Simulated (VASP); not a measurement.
A run of VASP 6.6.1 is set up as follows.

INCAR

```
PREC = Accurate
ENCUT = 520
EDIFF = 1E-8
ISMEAR = 0
SIGMA = 0.02
LREAL = False
LASPH = True
NELM = 80
ALGO = Normal
ISIF = 2
LWAVE = False
LCHARG = False
GGA = PE
LEPSILON = True
```

Contents of KPOINTS:

```
Automatic mesh
0
Gamma
  10 10 4
```

POSCAR

```
Al2O3
1.0
    3.0174825440      0.0000000000      0.0000000000
   -1.5087412720      2.6132165386      0.0000000000
    0.0000000000      0.0000000000      7.5746360022
Al O
2 3
Direct
    0.0000000000      0.0000000000      0.7220490000
    0.0000000000      0.0000000000      0.2779510000
    0.0000000000      0.0000000000      0.5000000000
    0.6666666667      0.3333333333      0.8005460000
    0.3333333333      0.6666666667      0.1994540000
```

Potentials or basis: VASP PAW PBE potentials, release 64 (Al, O).

Run with:

```sh
$ cat potpaw_PBE.64/Al/POTCAR potpaw_PBE.64/O/POTCAR > POTCAR
$ mpirun -np 1 vasp_std > vasp.out
```

Task: Predict the electronic dielectric tensor (diagonal).

Result: 3.03, 3.03, 2.68.

Task: Estimate the Born charges (mean of the diagonal).

Result: Al +2.58; O -1.67, -1.75 e.

Task: Predict the band gap on the k mesh.

Result: 2.29 eV, direct.

Born effective charge tensors (e):
atom 1, Al
```
2.74 0.00 0.00
0.00 2.74 0.00
0.00 0.00 2.26
```
atom 2, Al
```
2.74 0.00 0.00
0.00 2.74 0.00
0.00 0.00 2.26
```
atom 3, O
```
-1.51  0.00  0.00
 0.00 -1.51  0.00
 0.00  0.00 -1.98
```
atom 4, O
```
-1.98  0.00  0.00
 0.00 -1.98  0.00
 0.00  0.00 -1.27
```
atom 5, O
```
-1.98  0.00  0.00
 0.00 -1.98  0.00
 0.00  0.00 -1.27
```

A k mesh can miss the band edges. PBE gaps usually lie below the measured ones, often by a third to a half.
